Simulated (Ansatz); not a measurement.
`N#CC(F)(F)F` + H₂ → `FC(F)F` + `C#N` at 400 K and 1 bar (hydrogenolysis of a C–C bond).

Calculated with Ansatz (gas phase, PBE0-D4/def2-TZVP geometries, no zero-point term in ΔE). CCSD(T)/CBS is the MP2 limit (def2-TZVPP, def2-QZVPP) plus CCSD(T) − MP2 in def2-TZVPP, frozen cores. This one scheme is used for every species.

| species | CCSD(T)/CBS energy (Eh) | H − E (kJ/mol) | S (J/(mol·K)) |
| --- | --- | --- | --- |
| `N#CC(F)(F)F` | -430.14013 | 84.7 | 322.1 |
| H₂ | -1.17544 | 38.0 | 139.0 |
| `FC(F)F` | -338.02896 | 84.0 | 275.7 |
| `C#N` | -93.32098 | 56.1 | 211.9 |

H − E and S are ideal-gas, rigid-rotor, harmonic terms from PBE0-D4/def2-TZVP. For small species the MP2-based limit differs from directly extrapolated CCSD(T) by up to some mEh (0.8 for H₂); such offsets cancel only in part. 1 Eh = 2625.50 kJ/mol, R = 8.31446 J/(mol·K).

Task: By hand: ΔE, ΔH, ΔS and ΔG.

Result: ΔE = (-338.02896) + (-93.32098) − (-430.14013) − (-1.17544) = -0.03437 Eh = -90.2 kJ/mol. Δ(H − E) = 84.0 + 56.1 − 84.7 − 38.0 = 17.4, so ΔH = -72.8 kJ/mol. ΔS = 275.7 + 211.9 − 322.1 − 139.0 = 26.5 J/(mol·K). ΔG = -72.8 − 400 × (26.5)/1000 = -83.4 kJ/mol.

Task: By hand: the equilibrium constant, and the temperature at which ΔG would vanish if ΔH and ΔS stayed fixed.

Result: log₁₀ K = −ΔG/(RT ln 10) = 10.9. ΔH and −TΔS have one sign here, so there is no such temperature.

ΔH outweighs TΔS. A doubt of 5 kJ/mol in ΔE shifts log₁₀ K by 0.7 here. These are equilibria of isolated gas molecules and say nothing of rates. Largest T1 diagnostic: 0.014 (customary marks: 0.02 for closed shells, 0.045 for open ones).
